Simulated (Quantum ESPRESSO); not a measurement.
Crystal: AlPt.

```
Pt Al
1.0
     3.09155    0.00000    0.00000
     0.00000    3.09155    0.00000
     0.00000    0.00000    3.09155
Pt Al
1 1
Direct
  0.50000 0.50000 0.50000
  0.00000 0.00000 0.00000
```

Measurements of this composition are mostly on another form, of space group No. 198.

```yaml
Program: Quantum ESPRESSO 7.5
Task: phonon dispersion
Functional: PBEsol
Potentials_or_basis: GBRV 1.5 PBEsol
Cutoff: 612 eV
Density_cutoff: 4898 eV
k_mesh: 8 × 8 × 8
Occupations: cold, width 0.272 eV
Spin: no spin polarisation
Mixing_beta: 0.5
Most_SCF_iterations: 120
SCF_threshold: 4e-10 Ry
q_mesh: 2 × 2 × 2
```

The cell and the atoms were relaxed first, to 14.30 Å³/atom (a = 3.058 Å, b = 3.058 Å, c = 3.058 Å, α = 90.00°, β = 90.00°, γ = 90.00°), and the response was taken there.

Is this structure dynamically stable at this level, and how far does the spectrum reach?

Yes, as far as this q mesh shows: no mode on the path is imaginary. The highest frequency is 354 cm⁻¹.

Phonon frequencies at the corners of the path (cm⁻¹, interpolated; i marks imaginary ones):
```
point            frequencies
    Γ      0 0 0 225 225 225
    X  54 54 119 249 249 354
    M   50 62 62 220 287 287
    R   75 75 75 294 294 294
```

Harmonic thermodynamics per atom at this volume (zero-point energy 31.5 meV, Debye temperature from the second moment 370 K):
```csv
T (K),free energy (meV),entropy (k_B),heat capacity Cv (k_B)
50,30.3,0.80,1.15
100,24.6,1.83,1.87
200,1.7,3.39,2.57
298.15,-31.8,4.46,2.79
500,-123.2,5.94,2.92
800,-296.1,7.33,2.97
```

Phonon states per cell in windows of 20 cm⁻¹ (negative: imaginary):
| from (cm⁻¹) | total | Pt | Al |
| --- | --- | --- | --- |
| 0 | 0.00 | 0.00 | 0.00 |
| 20 | 0.07 | 0.06 | 0.01 |
| 40 | 1.13 | 1.10 | 0.03 |
| 60 | 1.26 | 1.22 | 0.04 |
| 80 | 0.49 | 0.48 | 0.01 |
| 100 | 0.12 | 0.11 | 0.00 |
| 120 | 0.00 | 0.00 | 0.00 |
| 140 | 0.00 | 0.00 | 0.00 |
| 160 | 0.00 | 0.00 | 0.00 |
| 180 | 0.00 | 0.00 | 0.00 |
| 200 | 0.00 | 0.00 | 0.00 |
| 220 | 0.33 | 0.01 | 0.32 |
| 240 | 0.82 | 0.02 | 0.80 |
| 260 | 0.61 | 0.02 | 0.59 |
| 280 | 0.82 | 0.03 | 0.78 |
| 300 | 0.28 | 0.01 | 0.27 |
| 320 | 0.12 | 0.00 | 0.12 |
| 340 | 0.03 | 0.00 | 0.03 |

A q mesh this small can miss soft modes between its points.

Caveat: the mesh is thin for the phonons of a metal; the q mesh is small, so phonon branches between its points and thermal values are rough.
